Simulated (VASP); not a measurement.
# Sb (P2_1/m) in VASP: settings compared, part 2 of 2

VASP 6.6.1. Earlier steps stand in the parts before.

### 3 Relaxation of cell and atoms, PBEsol

INCAR

```
  PREC = Accurate
  ENCUT = 300
  EDIFF = 1E-7
  ISMEAR = 0
  SIGMA = 0.1
  LREAL = F
  LASPH = T
  NELM = 100
  ALGO = Normal
  ISIF = 3
  LWAVE = F
  LCHARG = F
  GGA = PS
  IBRION = 2
  NSW = 90
  EDIFFG = -0.005
```

KPOINTS

```
Automatic mesh
0
Gamma
  14 10 10
```

POSCAR

```
Sb
1.0
    3.1224020000      0.0000000000      0.0000000000
    0.0000000000      4.3475180000      0.0000000000
   -0.0389150000      0.0000000000      4.4058520000
Sb
2
Direct
    0.9886110000      0.7500000000      0.7588340000
    0.0113890000      0.2500000000      0.2411660000
```

Potentials or basis: VASP PAW PBE potentials, release 64 (Sb).

On the command line:

```bash
cat potpaw_PBE.64/Sb/POTCAR > POTCAR
mpirun -np 1 vasp_std > vasp.out
```

OUTCAR:

```text
PREC = Accurate
   ENCUT = 300
   EDIFF = 1E-7
   ISMEAR = 0
   LREAL = F
   LASPH = T
   NELM = 100
   ISIF = 3
   GGA = PS
   IBRION = 2
   NSW = 90
   EDIFFG = -0.005

 ion  position               nearest neighbor table
   1  0.989  0.750  0.759-   2 3.04   2 3.04   2 3.15   2 3.15
   2  0.011  0.250  0.241-   1 3.04   1 3.04   1 3.15   1 3.15

  LATTYP: Found a simple monoclinic cell.
 ALAT       =     3.1224020000
 B/A-ratio  =     1.3923633152
 C/A-ratio  =     1.4111007668
 COS(beta)  =    -0.0088322263

  Lattice vectors:

 A1 = (   3.1224020000,   0.0000000000,   0.0000000000)
 A2 = (   0.0000000000,   4.3475180000,   0.0000000000)
 A3 = (  -0.0389150000,   0.0000000000,   4.4058520000)

Analysis of symmetry for initial positions (statically):
=====================================================================
 Subroutine PRICEL returns:
 Original cell was already a primitive cell.

 Routine SETGRP: Setting up the symmetry group for a
 simple monoclinic supercell.

 Subroutine GETGRP returns: Found  4 space group operations
 (whereof  2 operations were pure point group operations)
 out of a pool of  4 trial point group operations.

The static configuration has the point symmetry S_2 .
 The point group associated with its full space group is C_2h.

Analysis of symmetry for dynamics (positions and initial velocities):
[... 274 lines left out ...]

 number of electron       9.9999999 magnetization

------------------------ aborting loop because EDIFF is reached ----------------------------------------
[... 67 lines left out ...]
--------------------------------------- Ionic step       21  -------------------------------------------

 number of electron       9.9999999 magnetization

 Free energy of the ion-electron system (eV)
  ---------------------------------------------------
  ext. energy  EPLUGINS =         0.00000000
  ---------------------------------------------------
  free energy    TOTEN  =        -9.07424691 eV

  energy without entropy =       -9.06832462  energy(sigma->0) =       -9.07128577

 E-fermi :   7.4650     XC(G=0):  -9.9126

 val. band max:        7.4646919628   @ k =  -0.2143   0.1000   0.4000
 cond. band min:       7.4670209769   @ k =   0.0714   0.4000   0.0000
 fundamental gap:      0.0023290141
 Fermi energy:         7.4650406773

 k-point     1 :       0.0000    0.0000    0.0000
  band No.  band energies     occupation
      1      -5.2286      2.00000
      2       0.0875      2.00000
      3       3.7601      2.00000
      4       3.7617      2.00000
      5       9.4464      0.00000
      6      10.7983      0.00000
      7      10.8372      0.00000
      8      10.8380      0.00000
      9      14.4502      0.00000
[... 265 lines left out ...]
 k-point    24 :       0.5000    0.2000   -0.0000
  band No.  band energies     occupation
      1      -2.3712      2.00000
      2       1.8543      2.00000
      3       1.9019      2.00000
      4       5.2308      2.00000
      5       6.1599      2.00000
      6       6.8199      2.00000
      7      11.3477      0.00000
      8      11.8452      0.00000
      9      11.8959      0.00000

 [... further k-points ...]
[... 5 lines left out ...]
  --------------------------------------------------------------------------------------
  -------------------------------------------------------------------------------------
  Total       -0.0030928     -0.0038178     -0.0052761      0.0000000      0.0000000     -0.0008860
  in kB       -0.0862408     -0.1064582     -0.1471229      0.0000000      0.0000000     -0.0247059
  external PRESSURE =      -0.1132740 kB  Pullay stress =       0.0000000 kB
[... 17 lines left out ...]
  FREE ENERGIE OF THE ION-ELECTRON SYSTEM (eV)
  ---------------------------------------------------
  free  energy   TOTEN  =        -9.0742469107 eV

  energy  without entropy=       -9.0683246229  energy(sigma->0) =       -9.07128577

 reached required accuracy - stopping structural energy minimisation
```

Wall time 5.9 min (1 thread of AMD EPYC 9R45 (Zen 5), shared host); peak memory 0.2 GiB.

What came out:

* Free energy: -9.0742 eV
* Relaxed volume: 28.73 Å³/atom
* Relaxed cell: a = 3.066 Å, b = 4.329 Å, c = 4.330 Å, α = 90.00°, β = 89.94°, γ = 90.00°
* Space group after relaxing (to 0.05 Å): Pm-3m (No. 221)
* Energy gained by relaxing: 12.3 meV/atom
* Ionic steps: 21
* Pressure after relaxing: 0.0 GPa
* Band gap on the k mesh: none (metal or under the smearing width)

The path:
| step | energy change (eV) | largest force (eV/Å) | pressure (GPa) | volume (Å³) |
| --- | --- | --- | --- | --- |
| 1 | 0.0000 | 0.1045 | -2.15 | 59.81 |
| 2 | -0.0135 | 0.1811 | 1.32 | 56.40 |
| 3 | -0.0176 | 0.1590 | 0.10 | 57.47 |
| 4 | -0.0199 | 0.1289 | 0.09 | 57.43 |
| 5 | -0.0229 | 0.0415 | 0.13 | 57.34 |
| 6 | -0.0238 | 0.0213 | -0.12 | 57.54 |
| 7 | -0.0239 | 0.0227 | -0.06 | 57.49 |
| 8 | -0.0240 | 0.0207 | 0.03 | 57.41 |
| 9 | -0.0240 | 0.0199 | 0.09 | 57.36 |
| 10 | -0.0240 | 0.0194 | 0.08 | 57.37 |
| 11 | -0.0242 | 0.0194 | 0.04 | 57.41 |
| 12 | -0.0242 | 0.0249 | -0.04 | 57.49 |
| 13 | -0.0242 | 0.0226 | -0.02 | 57.46 |
| 14 | -0.0243 | 0.0224 | -0.02 | 57.47 |
| 15 | -0.0244 | 0.0229 | -0.05 | 57.49 |
| 16 | -0.0244 | 0.0193 | 0.01 | 57.44 |
| 17 | -0.0245 | 0.0156 | 0.07 | 57.38 |
| 18 | -0.0245 | 0.0091 | -0.01 | 57.45 |
| 19 | -0.0245 | 0.0064 | -0.04 | 57.49 |
| 20 | -0.0245 | 0.0070 | -0.04 | 57.48 |
| 21 | -0.0245 | 0.0017 | -0.01 | 57.46 |

Final structure:
```yaml
crystal:
  lattice:
    - [3.06556, 0.00000, 0.01520]
    - [0.00000, 4.32898, 0.00000]
    - [-0.01669, 0.00000, 4.32954]
  atoms:
    - { symbol: Sb, position: [0.00043, 0.75000, 0.74994] }
    - { symbol: Sb, position: [0.99957, 0.25000, 0.25006] }
```

Levels at points of the mesh, in eV from the Fermi level:
```tsv
k point	band 3	band 4	band 5	band 6	band 7	band 8
(0.00, 0.00, 0.00)	-3.70	-3.70	1.98	3.33	3.37	3.37
(0.50, 0.00, 0.00)	-4.32	-1.69	-1.69	-1.66	4.75	4.77
(0.00, 0.50, 0.00)	-1.44	-1.44	-0.95	-0.95	5.10	5.10
(0.50, 0.50, 0.00)	-4.15	-4.15	0.65	0.65	1.65	1.65
(0.00, 0.00, 0.50)	-1.44	-1.44	-0.95	-0.95	5.09	5.10
(0.50, 0.00, 0.50)	-4.15	-4.15	0.65	0.66	1.65	1.65
(0.00, 0.50, 0.50)	-5.86	-5.86	5.48	5.48	5.52	5.52
(0.50, 0.50, 0.50)	-3.72	-3.72	-3.69	-3.69	1.98	1.98
```

Caveat: the PAW data sets were made with another functional, which shifts forces and pressure a little.

### 4 Relaxation of cell and atoms, PBEsol

Edit INCAR of step 3 so:

```diff
@@ -1,3 +1,3 @@
   PREC = Accurate
-  ENCUT = 300
+  ENCUT = 600
   EDIFF = 1E-7
```

KPOINTS

```
Automatic mesh
0
Gamma
  6 4 4
```

POSCAR is that of step 3.

On the command line:

```bash
cat potpaw_PBE.64/Sb/POTCAR > POTCAR
mpirun -np 1 vasp_std > vasp.out
```

Run time: 1.8 min. Hardware: 1 thread of AMD EPYC 9R45 (Zen 5), shared host; peak memory 0.17 GiB.

It converged, with:

```yaml
Free_energy: -9.1169 eV
Relaxed_volume: 29.06 Å³/atom
Relaxed_cell: a = 3.025 Å, b = 4.361 Å, c = 4.407 Å, α = 90.00°, β = 90.23°, γ = 90.00°
Space_group_after_relaxing_to_0.05_Å: Pmma (No. 51)
Energy_gained_by_relaxing: 19.5 meV/atom
Ionic_steps: 21
Pressure_after_relaxing: 0.0 GPa
Band_gap_on_the_k_mesh: none (metal or under the smearing width)
```

The path:
```csv
step,energy change (eV),largest force (eV/Å),pressure (GPa),volume (Å³)
1,0.0000,0.0641,-1.79,59.81
2,-0.0208,0.0630,1.43,56.91
3,-0.0374,0.0527,0.12,58.02
4,-0.0374,0.0524,0.07,58.07
5,-0.0376,0.0447,-0.05,58.16
6,-0.0377,0.0354,-0.24,58.33
7,-0.0377,0.0373,-0.19,58.28
8,-0.0379,0.0351,-0.17,58.26
9,-0.0382,0.0299,-0.11,58.20
10,-0.0385,0.0303,0.00,58.07
11,-0.0385,0.0319,0.03,58.04
12,-0.0386,0.0295,0.02,58.05
13,-0.0387,0.0222,0.00,58.09
14,-0.0387,0.0079,-0.04,58.15
15,-0.0388,0.0160,-0.02,58.11
16,-0.0389,0.0106,-0.01,58.10
17,-0.0389,0.0077,0.00,58.10
18,-0.0389,0.0031,0.02,58.09
19,-0.0390,0.0017,0.03,58.08
20,-0.0390,0.0018,0.03,58.08
21,-0.0390,0.0019,-0.02,58.12
```

Final structure:
```xyz
2
Lattice="3.0248 0.0000 0.0070 0.0000 4.3605 0.0000 -0.0276 0.0000 4.4066" Properties=species:S:1:pos:R:3 pbc="T T T"
Sb   -0.0203    3.2704    3.3358
Sb    3.0175    1.0901    1.0778
```

Levels at points of the mesh, in eV from the Fermi level:
```csv
k point,band 3,band 4,band 5,band 6,band 7,band 8
"(0.00, 0.00, 0.00)",-3.73,-3.63,1.95,3.09,3.19,3.83
"(0.50, 0.00, 0.00)",-4.36,-1.88,-1.56,-1.46,4.67,4.80
"(0.00, 0.50, 0.00)",-1.58,-1.58,-1.09,-1.09,5.52,5.52
"(0.50, 0.50, 0.00)",-4.18,-4.18,0.69,0.69,1.64,1.64
"(0.00, 0.00, 0.50)",-1.66,-1.25,-1.10,-0.98,5.35,5.64
"(0.50, 0.00, 0.50)",-4.32,-4.08,0.56,1.02,1.67,1.75
"(0.00, 0.50, 0.50)",-5.74,-5.74,5.12,5.12,5.85,5.85
"(0.50, 0.50, 0.50)",-3.78,-3.78,-3.43,-3.43,2.07,2.07
```

Caveat: the k mesh is coarse (spacing up to 0.36 Å⁻¹), so the values aren't converged; the PAW data sets were made with another functional, which shifts forces and pressure a little.

### 5 The runs side by side

```tsv
level	k mesh	cutoff (eV)	mesh quality	gap on the mesh (eV)	pressure (GPa)	relaxed volume (Å³/atom)
PBE+D3(BJ)	14 × 10 × 10	600	not flagged	none	0.0	28.66
PBEsol	14 × 10 × 10	300	not flagged	none	0.0	28.73
PBEsol	6 × 4 × 4	600	coarse	none	0.0	29.06
```

Alike in all rows: task relaxation of cell and atoms; potentials or basis VASP PAW PBE potentials, release 64 (Sb); no spin polarisation; cell relaxed; smearing gaussian 0.1 eV.

Caveats: some runs use coarse meshes; the PAW data sets were made with another functional, which shifts forces and pressure a little (some runs); pairwise dispersion overbinds metals, which lowers pressure and volume (some runs).

Total energies depend on the potentials used, so only differences within one code and one set of settings carry meaning.
